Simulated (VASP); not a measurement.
A run of VASP 6.6.1 is set up as follows.

INCAR

```
PREC = Accurate ; ENCUT = 520
EDIFF = 1E-6 ; ISMEAR = -1
SIGMA = 0.05 ; LREAL = F
LASPH = T ; NELM = 100
ALGO = Fast ; ISIF = 2
LWAVE = F ; LCHARG = F
GGA = PE ; NBANDS = 15
```

Contents of KPOINTS:

```
regular mesh
0
Gamma
  10 10 10
```

Contents of POSCAR:

```
ZrC
1.0
    0.0000000000      2.3650000000      2.3650000000
    2.3650000000      0.0000000000      2.3650000000
    2.3650000000      2.3650000000      0.0000000000
Zr C
1 1
Direct
    0.5000000000      0.5000000000      0.5000000000
    0.0000000000      0.0000000000      0.0000000000
```

Potentials or basis: VASP PAW PBE potentials, release 64 (Zr_sv, C).

The run is started by

```sh
$ cat potpaw_PBE.64/Zr_sv/POTCAR potpaw_PBE.64/C/POTCAR > POTCAR
$ mpirun -np 1 vasp_std > vasp.out
```

(1) Predict the band gap on the k mesh.

(2) What does it give for the pressure?

## Answers

(1) none (metal or under the smearing width).

(2) -2.7 GPa.
